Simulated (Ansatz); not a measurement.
## MgO (Fm-3m) under pressure

```xyz
2
Lattice="2.0796 2.0796 0.0000 -2.0796 2.0796 0.0000 0.0000 2.0796 2.0796" Properties=species:S:1:pos:R:3 pbc="T T T"
Mg    0.0000    0.0000    0.0000
O     0.0000    2.0796    0.0000
```

This is the zero-pressure cell under LDA. Cell and atoms are relaxed by PAW (default files of Ansatz 0.2.0, cutoff 420 eV, stress met within about 0.05 GPa) at each pressure, in this structure whether or not another phase would take over; P is the pressure reached, less that of this cell (which was relaxed on a denser, smeared mesh). Levels come from LDA, all-electron LAPW in Ansatz 0.2.0, scalar-relativistic; k mesh 10×10×10, fixed occupations, basis error target 0.5 meV/atom. Conduction levels are in eV over the valence top (at Γ), at fixed fractional wave vectors. Zone-centre phonons come from finite displacements by PAW, without the LO-TO term.

```tsv
P (GPa)	V/V₀	Γ	L	X	T1u TO (cm⁻¹)
-1.98	1.0118	4.916	7.909	8.941	397.2
0.00	1.0000	5.035	7.983	8.951	408.4
2.01	?	?	?	?	?
4.01	0.9780	5.265	8.126	8.969	429.8
7.00	0.9631	5.427	8.225	8.980	444.6
10.00	0.9493	5.583	8.320	8.990	458.7
15.00	0.9282	5.831	8.468	9.004	480.7
```

Task: Fit the third-order Birch-Murnaghan equation to the rows shown.

Result: With f = [(V₀/V)^(2/3) − 1]/2, the normalised pressure F = P/[3f(1 + 2f)^(5/2)] is 172.0 GPa at f = -0.0039, 172.6 GPa at f = 0.0075, 172.9 GPa at f = 0.0127, 173.2 GPa at f = 0.0177, 173.4 GPa at f = 0.0255. The line F = B₀[1 + (3/2)(B′ − 4)f] gives B₀ = 172.2 GPa and B′ = 4.2.

Task: What are the volume deformation potentials and pressure coefficients of these levels at zero pressure?

Result: 

```
level  dE/dlnV (eV)  dE/dP = −(dE/dlnV)/B₀ (meV/GPa)  mean slope up to 4.0 GPa (meV/GPa)
    Γ        -10.19                             59.2                                57.3
    L         -6.36                             36.9                                35.5
    X         -0.86                              5.0                                 4.5
```

dE/dlnV is the slope of a cubic fit in ln V at V₀. The last column is read from two rows and shows how the slope bends with pressure.

Task: What mode Grüneisen parameters follow?

Result: γ = −d ln ω/d ln V at V₀ from a quadratic fit in ln V: T1u 2.34.

Task: Fill the row at 2.01 GPa.

Result: The fits give V/V₀ = 0.9887 and Γ = 5.152 eV. Computed: V/V₀ = 0.9887, Γ = 5.152, L = 8.056, X = 8.961, T1u TO (cm⁻¹) = 419.3.

Known limits: no other phase was computed; many crystals of this kind change structure within this range, and rows or crossings beyond such a change describe a metastable lattice; the frozen-core PAW files of the relaxations were fitted under PBE, their cores solved anew for this functional; semilocal gaps are low, and the spacing of valleys can be off by tenths of an eV; levels are read at fixed fractional k, so an edge that moves off these points is missed.
